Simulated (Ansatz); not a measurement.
TePb:

```
Pb Te
1.0
     0.00000    3.23100    3.23100
     3.23100    0.00000    3.23100
     3.23100    3.23100    0.00000
Pb Te
1 1
Cartesian
  0.0000 0.0000 0.0000
  3.2310 3.2310 3.2310
```

* Program: Ansatz 0.2.0
* Task: relaxation of cell and atoms
* Functional: PBEsol
* Dispersion: D3(BJ)
* Potentials or basis: all-electron LAPW, scalar-relativistic
* Basis error allowed: 0.001 eV/atom
* k mesh: 7 × 7 × 7
* Occupations: fermi-dirac, width 0.05 eV
* Spin: no spin polarisation

At the start: volume 33.73 Å³/atom.

Problem. How do energy, volume and symmetry change on relaxing?

Solution. Over 5 steps the energy falls by 13.2 meV/atom and the volume is 32.00 Å³/atom (-5.1 %); space group Fm-3m (No. 225, to 0.05 Å).

The path:
| step | energy change (eV) | largest force (eV/Å) | volume (Å³) |
| --- | --- | --- | --- |
| 1 | 0.0000 | 0.0000 | 67.46 |
| 2 | -0.0233 | 0.0000 | 62.88 |
| 3 | -0.0264 | 0.0000 | 64.10 |
| 4 | -0.0264 | 0.0000 | 64.00 |
| 5 | -0.0264 | 0.0000 | 64.00 |

Final structure:
```
Pb Te
1.0
     0.00000    3.17476    3.17476
     3.17476    0.00000    3.17476
     3.17476    3.17476    0.00000
Pb Te
1 1
Direct
  0.00000 0.00000 0.00000
  0.50000 0.50000 0.50000
```
